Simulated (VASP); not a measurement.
The system is AgCl (Chlorargyrite).

```xyz
2
Lattice="0.0000 2.7350 2.7350 2.7350 0.0000 2.7350 2.7350 2.7350 0.0000" Properties=species:S:1:pos:R:3 pbc="T T T"
Ag    0.0000    0.0000    0.0000
Cl    2.7350    2.7350    2.7350
```

| Item | Value |
| --- | --- |
| Program | VASP 6.6.1 |
| Task | relaxation of cell and atoms |
| Functional | PBE |
| Potentials or basis | VASP PAW PBE potentials, release 64 (Ag, Cl) |
| Cutoff | 600 eV |
| k mesh | 8 × 8 × 8 |
| Occupations | gaussian, width 0.03 eV |
| Spin | no spin polarisation |

At the start: pressure 3.8 GPa; volume 20.46 Å³/atom.

Task: How do energy, volume and symmetry change on relaxing?

Result: Over 3 steps the energy falls by 17.3 meV/atom and the volume is 22.03 Å³/atom (+7.7 %); space group Fm-3m (No. 225, to 0.05 Å).

Step by step:
```tsv
step	energy change (eV)	largest force (eV/Å)	pressure (GPa)	volume (Å³)
1	0.0000	0.0000	3.81	40.92
2	-0.0344	0.0000	0.18	43.87
3	-0.0345	0.0000	-0.01	44.06
```

Final structure:
```
Ag Cl
1.0
     0.00000    2.80322    2.80322
     2.80322    0.00000    2.80322
     2.80322    2.80322    0.00000
Ag Cl
1 1
Direct
  0.00000 0.00000 0.00000
  0.50000 0.50000 0.50000
```
